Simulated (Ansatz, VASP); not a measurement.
LiF: VASP beside Ansatz

```xyz
4
Lattice="3.1301 0.0000 0.0000 -1.5651 2.7108 0.0000 0.0000 0.0000 4.7718" Properties=species:S:1:pos:R:3 pbc="T T T"
Li    0.0000    1.8072    1.7592
Li    1.5651    0.9036    4.1451
F     0.0000    1.8072    4.8020
F     1.5651    0.9036    2.4161
```

Alike in both runs: task single point; functional PBEsol; k mesh 9 × 9 × 6; occupations gaussian, width 0.02 eV; no spin polarisation.

|  | VASP | Ansatz |
| --- | --- | --- |
| version | VASP 6.6.1 | Ansatz 0.2.0 |
| potentials or method | VASP PAW PBE potentials, release 64 (Li_sv, F) | scalar-relativistic, plane waves, PAW |
| plane-wave cutoff (eV) | 520 | 420 |
| valence electrons in the cell | 20 | 20 |

```tsv
	VASP	Ansatz	Ansatz less VASP
gap on the k mesh at the Fermi level (eV)	7.62	7.63	+0.011
least direct gap on the mesh (eV)	7.62	7.63	+0.011
rms of the force components (eV/Å)	0.421	0.398	-0.0232
```

Atom by atom the forces differ by 0.023 eV/Å (rms over components).

Caveats: the PAW data sets were made with another functional, which shifts forces and pressure a little (VASP); an odd mesh through Γ misses points on the zone boundary, where band edges often lie.
